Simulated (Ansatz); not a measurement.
The cell is COD entry 9008814, as deposited and not checked against the literature; nothing was relaxed.

An input for ZnCu: DFT, PBE, all-electron LAPW, scalar-relativistic (Ansatz 0.2.0).

```yaml
crystal:
  lattice:
    - [2.945, 0.0, 0.0]
    - [0.0, 2.945, 0.0]
    - [0.0, 0.0, 2.945]
  atoms:
    - { symbol: Zn, position: [0.5, 0.5, 0.5] }
    - { symbol: Cu, position: [0.0, 0.0, 0.0] }
kpoints:
  mp_grid: { grid: [14, 14, 14] }
  band_path:
    path:
      - [0.0, 0.0, 0.0]
      - [0.0, 0.5, 0.0]
      - [0.5, 0.5, 0.0]
      - [0.0, 0.0, 0.0]
      - [0.5, 0.5, 0.5]
      - [0.0, 0.5, 0.0]
      - [0.5, 0.5, 0.5]
      - [0.5, 0.5, 0.0]
    npoints: 8
scf:
  occupations: { method: fermi_dirac, width: 0.08 }
hamiltonian:
  xc: pbe
  pseudopotentials: { kind: all_electron, lapw: { basis_error: 0.00025 } }
output:
  forces: true
  stress: true
  eigenvalues: true
  populations: true
  dos: { projected: true, de: 0.2, e_range: [-14, 8] }
```

Set-up and iterations as logged by Ansatz (the results part is left out, to be predicted):

```
Zn: projections on atomic orbitals take those of the free atom 1s2 2s2 2p6 3s2 3p6 3d10 4s2, of charge +0.00 (hamiltonian.pseudopotentials.projection_atoms)
Cu: projections on atomic orbitals take those of the free atom 1s2 2s2 2p6 3s2 3p6 3d10 4s1, of charge +0.00 (hamiltonian.pseudopotentials.projection_atoms)
LAPW: plane waves up to 9.471 Å⁻¹, error target 2.5e-4 eV per atom; small_component_spin mean_spin; Cu in spheres of 1.276 Å, 19 of its electrons in bands, Dirac shells []; Zn in spheres of 1.274 Å, 20 of its electrons in bands, Dirac shells []
Engine: ansatz 0.2.0
Pseudopotentials: kind: all_electron
Pseudopotential: Zn, LAPW, valence charge 20, Koelling and Harmon's equation, gaussian nucleus
Pseudopotential: Cu, LAPW, valence charge 19, Koelling and Harmon's equation, gaussian nucleus
Functional definition: PBE
  parameter kappa = 0.804
  parameter beta = 0.06672455060314922
  exchange = pbe_x(kappa = kappa, mu = beta*pi^2/3)
  correlation = pbe_c(beta = beta)
Crystal: 2 atoms, lattice volume = 25.542 Å³
Basis set: ecut = 341.7613323444367 eV, 365 PW (Γ), exchange–correlation at level 2
Bands: 24, of which v1, the nominal top of the filled ones, is band 20 counted from 1 (19 counted from 0)
Symmetry: 48 space group operations
Space group: Pm-3m (ITA 221), of the structure as read, at distance tolerance 2.9e-5 Å
k-points: 120 of 2744
Non-local potential: Zn, projectors of the file, none
Non-local potential: Cu, projectors of the file, none
Initial density: superposition of atomic densities (chi_scale 0.1, normalization cell, long waves kept (reshape's long-wave potential 0.00 eV rms))
Initial wavefunctions: plane waves of lowest kinetic energy (no species holds an atomic orbital)
Functional: x = pbe(κ = 0.804, μ = 0.2195149727645171), c = pbe(β = 0.06672455060314922)
iter 1 solved again at ethr=1.02e-3 eV; its pass at ethr=1.00e-1 eV (dr2=3.99e-1 eV) is discarded
SCF iter   1: F=—  HF=-93908.572783 eV  |F-HF|=—  |Δ(HF+E_count)|=         —  Δρ=4.40e-2  dr2=4.00e-1  ethr=1.02e-3  ⟨swp⟩=2.2  Hψ=18332  notcnv=0
SCF iter   2: F=—  HF=-93910.219886 eV  |F-HF|=—  |Δ(HF+E_count)|=    1.65e0  Δρ=3.59e-2  dr2=4.76e-1  ethr=1.02e-3  ⟨swp⟩=3.0  Hψ=9817  notcnv=0
SCF iter   3: F=—  HF=-93907.786519 eV  |F-HF|=—  |Δ(HF+E_count)|=    2.43e0  Δρ=1.51e-2  dr2=9.03e-2  ethr=1.02e-3  ⟨swp⟩=2.5  Hψ=8738  notcnv=0
SCF iter   4: F=—  HF=-93907.534220 eV  |F-HF|=—  |Δ(HF+E_count)|=   2.52e-1  Δρ=9.17e-3  dr2=2.17e-2  ethr=2.32e-4  ⟨swp⟩=3.0  Hψ=9044  notcnv=0
iter 5 solved again at ethr=2.36e-6 eV; its pass at ethr=5.56e-5 eV (dr2=9.19e-4 eV) is discarded
SCF iter   5: F=—  HF=-93907.501465 eV  |F-HF|=—  |Δ(HF+E_count)|=   3.28e-2  Δρ=2.30e-3  dr2=9.20e-4  ethr=2.36e-6  ⟨swp⟩=2.0  Hψ=13977  notcnv=0
SCF iter   6: F=—  HF=-93907.499579 eV  |F-HF|=—  |Δ(HF+E_count)|=   1.89e-3  Δρ=1.81e-3  dr2=1.03e-3  ethr=2.36e-6  ⟨swp⟩=2.0  Hψ=8137  notcnv=0
SCF iter   7: F=—  HF=-93907.498411 eV  |F-HF|=—  |Δ(HF+E_count)|=   1.17e-3  Δρ=6.78e-5  dr2=1.54e-6  ethr=2.36e-6  ⟨swp⟩=2.0  Hψ=8139  notcnv=0
SCF iter   8: F=—  HF=-93907.498413 eV  |F-HF|=—  |Δ(HF+E_count)|=   2.58e-6  Δρ=8.55e-5  dr2=2.77e-6  ethr=3.96e-9  ⟨swp⟩=2.9  Hψ=8519  notcnv=0
SCF iter   9: F=—  HF=-93907.498409 eV  |F-HF|=—  |Δ(HF+E_count)|=   3.97e-6  Δρ=9.03e-6  dr2=3.16e-8  ethr=3.96e-9  ⟨swp⟩=2.3  Hψ=8173  notcnv=0
SCF iter  10: F=-93907.498409 eV  HF=-93907.498409 eV  |F-HF|=1.37e-9  |Δ(HF+E_count)|=   3.55e-8  Δρ=8.66e-7  dr2=2.78e-10  ethr=8.11e-11  ⟨swp⟩=2.0  Hψ=8139  notcnv=0
```

(1) What pressure will this run report?

(2) Is there a band gap?

## Answers

(1) 2.26 GPa (positive in compression).

(2) none: with an odd electron count and no spin polarisation the bands can't all be full, a metal in this set-up (spin order or a larger cell could open a gap).
